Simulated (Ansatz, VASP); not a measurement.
# SiC: VASP beside Ansatz

INCAR

```
SYSTEM = SiC
PREC     = Accurate       ! precision mode
ENCUT    = 600            ! plane-wave cutoff, eV
EDIFF    = 1E-7           ! SCF threshold, eV
ISMEAR   = -1             ! smearing method
SIGMA    = 0.05           ! smearing width, eV
LREAL    = .FALSE.        ! projectors in reciprocal space
LASPH    = .TRUE.         ! aspherical terms in the spheres
NELM     = 60             ! most SCF steps
ALGO     = Normal         ! electronic algorithm
ISIF     = 3              ! what is computed and relaxed
LWAVE    = .FALSE.        ! write WAVECAR
LCHARG   = .FALSE.        ! write CHGCAR
GGA      = PS             ! functional
IVDW     = 12             ! dispersion correction
IBRION   = 2              ! ionic algorithm
NSW      = 60             ! ionic steps
EDIFFG   = -0.02          ! ionic threshold
```

KPOINTS

```
Automatic mesh
0
G
  10 10 3
  0 0 0
```

File POSCAR:

```
SiC
1.0
    3.0756941497      0.0000000000      0.0000000000
   -1.5378470748      2.6636292679      0.0000000000
    0.0000000000      0.0000000000     10.0706464800
Si C
4 4
Direct
    0.0000000000      0.0000000000      0.1878943800
    0.0000000000      0.0000000000      0.6878943800
    0.3333333333      0.6666666667      0.4378419800
    0.6666666667      0.3333333333      0.9378419800
    0.0000000000      0.0000000000      0.0004600500
    0.0000000000      0.0000000000      0.5004600500
    0.3333333333      0.6666666667      0.2498025900
    0.6666666667      0.3333333333      0.7498025900
```

File input.yaml:

```yaml
crystal:
  lattice:
    - [3.0756941497, 0.0, 0.0]
    - [-1.5378470748, 2.6636292679, 0.0]
    - [0.0, 0.0, 10.07064648]
  atoms:
    - { symbol: Si, position: [0.0, 0.0, 0.18789438] }
    - { symbol: Si, position: [0.0, 0.0, 0.68789438] }
    - { symbol: Si, position: [0.3333333333, 0.6666666667, 0.43784198] }
    - { symbol: Si, position: [0.6666666667, 0.3333333333, 0.93784198] }
    - { symbol: C, position: [0.0, 0.0, 0.00046005] }
    - { symbol: C, position: [0.0, 0.0, 0.50046005] }
    - { symbol: C, position: [0.3333333333, 0.6666666667, 0.24980259] }
    - { symbol: C, position: [0.6666666667, 0.3333333333, 0.74980259] }
hamiltonian:
  xc: pbesol
  pseudopotentials: { kind: paw }
  dispersion: d3bj
kpoints:
  mp_grid: { grid: [10, 10, 3] }
scf:
  occupations: { method: fermi_dirac, width: 0.05 }
output:
  forces: true
  stress: true
relax:
  f_tol: 0.01
  max_steps: 40
  cell: { stress_tol: 0.05 }
```

The cell is a database's computed one.

Alike in both runs: task relaxation of cell and atoms; functional PBEsol; dispersion D3(BJ); k mesh 10 × 10 × 3; occupations fermi-dirac, width 0.05 eV; no spin polarisation.

```csv
,VASP,Ansatz
version,VASP 6.6.1,Ansatz 0.2.0
potentials or method,"VASP PAW PBE potentials, release 64 (Si, C)",Ansatz PAW
plane-wave cutoff (eV),600,420
valence electrons in the cell,32,32
```

|  | VASP | Ansatz | Ansatz less VASP |
| --- | --- | --- | --- |
| relaxed volume (Å³/atom) | 10.17 | 10.16 | -0.008 |
| relaxed cell length with the largest relative difference (Å) | 10.022 | 10.018 | -0.0035 |
| energy change over the relaxation (meV/atom) | -1 | -2 | -0.2 |

Caveats: the PAW data sets were made with another functional, which shifts forces and pressure a little (VASP); an odd mesh through Γ misses points on the zone boundary, where band edges often lie (VASP); odd divisions of the mesh miss points on the zone boundary, where band edges often lie, so the gap on the mesh can be too wide (Ansatz); the plane-wave basis is chosen anew once the cell has moved, so the energies of steps on either side of that aren't comparable (Ansatz); the PAW data sets come from PBE, with cores solved anew for the run's functional, which leaves a small shift of forces and pressure (Ansatz). PBEsol gaps usually lie below the measured ones, often by a third to a half.
